**Q:** I have twelve phosphorus sites here, and by their bonds I can't tell them apart. Each has three phosphorus neighbours at a mean distance of 2.21 Å. Why do their electric field gradients differ so much?

Ansatz 0.2.0, plane-wave DFT with r2SCAN and default PAW datasets, scalar-relativistic, no spin polarisation; cutoff 500 eV, 6×3×3 k-point mesh. Phosphorus, space group P-1, 24 atoms per cell, calculated at previously relaxed positions. Vzz is the principal field-gradient component largest in magnitude; the asymmetry is (Vxx − Vyy)/Vzz with |Vxx| ≤ |Vyy|.

```csv
atom,first shell,mean distance (Å),longest less shortest (Å),Vzz (1e21 V/m^2),asymmetry,potential at the nucleus less that at the first site of the element (V)
P1,P3,2.21,0.01,0.32,0.11,0.00
P3,P3,2.21,0.00,0.33,0.65,0.01
P5,P3,2.21,0.00,0.27,0.97,0.00
P7,P3,2.21,0.00,-0.30,0.80,0.01
P9,P3,2.21,0.00,-0.21,0.54,0.03
P11,P3,2.21,0.01,-0.27,0.66,-0.01
P13,P3,2.21,0.01,0.32,0.90,0.02
P15,P3,2.21,0.00,0.15,0.74,0.01
P17,P3,2.21,0.00,0.19,0.88,0.05
P19,P3,2.21,0.01,0.30,0.95,0.02
P21,P3,2.21,0.00,0.25,0.79,0.04
P23,P3,2.21,0.00,0.26,0.95,0.04
```

**A:** Start with what the solid is. The cell edges and angles match the β form of white phosphorus, a packing of separate P₄ tetrahedra. In a free P₄ molecule each atom sits on a threefold axis, so all four atoms are equal and the gradient is the same in every direction across that axis. The asymmetry would then be zero.

**Q:** But eleven of the twelve sites have an asymmetry above 0.5. Are the molecules badly distorted?

**A:** Not visibly. The longest and shortest bonds at a site differ by 0.01 Å at most, and P5, with the highest asymmetry, has a spread that prints as zero. Look at the size of the gradient instead. Vzz, its largest principal component, is small at every site, and a small quantity is easily reshaped.

**Q:** Small compared with what?

**A:** With the gradient of a single 3p electron. Its size is 4/5 of the average of 1/r³, where r is the distance from the nucleus. For phosphorus that average is roughly 3.3 in atomic units, a recalled value, and one atomic unit of gradient is about 9.7 × 10²¹ V/m². The product, 0.8 × 3.3 × 9.7, is about 26 in the units of the table.

The largest Vzz, 0.33 at P3, is about 1 % of that. The gradient therefore corresponds to an unevenness among the three p orbitals of roughly a hundredth of an electron. This is an order of magnitude, since the inner shells and the surrounding charges also contribute.

**Q:** Why should the p orbitals be filled so evenly?

**A:** Think of a free phosphorus atom, with one electron in each of its three p orbitals. That half-filled shell is spherical and gives no gradient at all. In P₄ the lone pair is mostly s in character, and the three bonds draw about equally on the three p orbitals. The bonds join like atoms, so they move little charge from one atom to another.

The likeness to the free atom ends there, because the lone pair has some p character and the bonds are bent. What remains is a small molecular gradient along the threefold axis. I infer that it is small from the low values at all twelve sites: one near the size of a whole p electron would have to be nearly cancelled in every different surrounding. The free molecule itself was not calculated, so its value need not equal those in the crystal: a shift shared by all sites would not show in this table.

**Q:** And the neighbouring molecules then spoil the symmetry?

**A:** They can, because they aren't arranged evenly around each atom's axis. They act through their fields and also by slightly distorting the molecule, and these results don't separate the two. Call the component along the molecular axis A, and suppose that it is positive. Without disturbance, the two components across it are both −A/2, because the three must add to zero. An uneven surrounding splits them into −A/2 + d and −A/2 − d.

**Q:** So the asymmetry grows with d?

**A:** Yes, until d reaches A/2. The components are then A, 0 and −A, and the asymmetry is 1. If d grows further, the negative component becomes the largest, so it takes over the name Vzz and the sign flips. The asymmetry then falls again, although the disturbance is still growing.

**Q:** Is that what happened at P7, P9 and P11? I had taken their negative Vzz for a different kind of bonding.

**A:** The negative sign is no evidence for that. Vzz and the asymmetry together give all three components, which are listed in the output after this text. At P7 they are 0.27, 0.03 and −0.30. If the positive one lies along the molecular axis, A is 0.27 and d is half of 0.33, just past the turning point.

P5 has 0.27, almost zero and −0.27, so it sits just short of that point. The two sites have opposite signs and nearly the same three components. P11 and P9 lie further past it, with d at 0.70 and 0.80 of A, and P9 could equally be read as a negative axial component with a smaller d. All this shows how little the sign means here, but it doesn't test the picture, since the flip at d = A/2 is plain algebra. The directions of the components aren't given, so it is also an assumption that the positive one follows the molecular axis.

**Q:** Could a single molecular value of A, with only d changing, account for all the sites?

**A:** No, and here the simplest version fails. The largest positive component would then be the same everywhere, yet it runs from 0.15 at P15 to 0.33 at P3. The surroundings must also change the component along the axis, or tilt the principal axes away from it. P15 has the weakest gradient of all, and I can't say which feature of its surroundings makes it so.

**Q:** What about P1? Its asymmetry is only 0.11.

**A:** It looks like an atom in a free molecule, and perhaps its neighbours do happen to be spread evenly around its axis. But a nearly axial tensor can also arise by chance, with its axis pointing elsewhere. Only the direction of the tensor would decide. The bonds give no hint, because P1 is among the sites with the larger spread in length.

**Q:** Then which site feels the largest gradient?

**A:** The table can't name one. P3 leads P1 and P13 by 0.01, which is about 3 % of the value. That is the typical deviation of this method from all-electron results, and about a tenth of sites miss by more than 10 %. If you combine all three components into one strength, P13 moves ahead of P3. A lead of 0.01 is also just the rounding step of the table, and for gradients that arise from near cancellation the relative error is expected to be larger than typical. The twofold gap between this group and P15 is more likely to survive.

The positions add a further uncertainty. They were relaxed beforehand, but not with the functional used here, and forces of 0.43 to 0.46 eV/Å remain on the atoms. Forces so alike suggest that all bonds are slightly off in the same way. That would mainly shift the component along the axis, and where the sum is so finely balanced, the shift is expected to be a sizeable share of A, enough to alter asymmetries and perhaps a sign.

**Q:** Could a measured spectrum settle it?

**A:** Not through the quadrupole splitting of ordinary phosphorus. Its nucleus has spin 1/2 and therefore no quadrupole moment for the gradient to act on. A calculation could go further: take each P₄ molecule out of the crystal, keep its atoms where they are, and compare the full tensors, directions included. The difference would show how much of each asymmetry comes from the distortion of the molecule and how much from its neighbours, which is the question this table leaves open.

Printed output of the fit:

```
Components in 1e21 V/m^2:
  row  largest positive    middle  most negative  sign-free strength  cross-axis d over axial A if A is the positive one
   P1              0.32   -0.1424        -0.1776              0.3206                                               0.055
   P3              0.33  -0.05775        -0.2722              0.3525                                               0.325
   P5              0.27  -0.00405         -0.266              0.3095                                               0.485
   P7              0.27      0.03           -0.3              0.3305                                              0.6111
   P9            0.1617    0.0483          -0.21                0.22                                              0.7987
  P11            0.2241    0.0459          -0.27              0.2889                                              0.7048
  P13              0.32    -0.016         -0.304              0.3606                                                0.45
  P15              0.15   -0.0195        -0.1305              0.1631                                                0.37
  P17              0.19   -0.0114        -0.1786              0.2131                                                0.44
  P19               0.3   -0.0075        -0.2925              0.3422                                               0.475
  P21              0.25  -0.02625        -0.2238              0.2748                                               0.395
  P23              0.26   -0.0065        -0.2535              0.2965                                               0.475
Largest size of Vzz (1e21 V/m^2): 0.33
Smallest size of Vzz (1e21 V/m^2): 0.15
Largest over smallest size of Vzz: 2.2
Median asymmetry: 0.795
Number of sites with asymmetry above 0.5: 11
Number of sites with negative Vzz: 3
Mean asymmetry where the bond spread rounds to 0.01 angstrom: 0.655
Mean asymmetry where the bond spread rounds to 0.00 angstrom: 0.79
Correlation of size of Vzz with potential at the nucleus: -0.3853
Range of potential at the nucleus (V): 0.06
Rough gradient of one 3p electron (1e21 V/m^2): 25.65
Largest size of Vzz as share of one 3p electron (percent): 1.286
Smallest force on an atom (eV/angstrom): 0.4314
Largest force on an atom (eV/angstrom): 0.4624
```
